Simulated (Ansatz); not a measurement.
**Zn under changes of volume**

One of the cells (15.169 Å³/atom); the others are scaled copies at fixed shape and fractional positions:

```
Zn
1.0
     0.00000    1.96478    1.96478
     1.96478    0.00000    1.96478
     1.96478    1.96478    0.00000
Zn
1
Cartesian
  0.0000 0.0000 0.0000
```

This isn't the form of Zn at room conditions, which is hcp.

```yaml
Program: Ansatz 0.2.0
Functional: r2SCAN0
Potentials_or_basis: Ansatz PAW
Cutoff: "500 eV (not typed: the program's choice for these potentials)"
k_mesh: 8 × 8 × 8
Occupations: gaussian, width 0.02 eV
Spin: no spin polarisation
```

```tsv
volume (Å³/atom)	energy over the lowest point (meV/atom)	pressure (GPa)
14.259	2.77	2.4
14.563	0.00	0.5
14.866	?	?
15.169	4.24	-2.6
15.473	10.79	-3.7
15.776	18.95	-4.9
16.080	29.19	-5.9
```

Problem. What does the run at 14.866 Å³/atom give?

Solution. Energy over the lowest point 0.62 meV/atom; pressure -1.2 GPa.

Worked out: A Birch-Murnaghan fit of order 3 (a polynomial in V^(-2/3)) to the other rows has its minimum at 14.65 Å³/atom with B0 = V·E''(V) = 86 GPa and B' = 7.0. It gives 0.66 meV/atom at 14.866 Å³/atom, against the run's 0.62, and -dE/dV = -1.2 GPa, against -1.2.

Energies are extrapolated to zero smearing.

Caveats: the PAW data sets come from PBE, with cores solved anew for the run's functional, which leaves a small shift of forces and pressure; the thresholds are loose for stress.
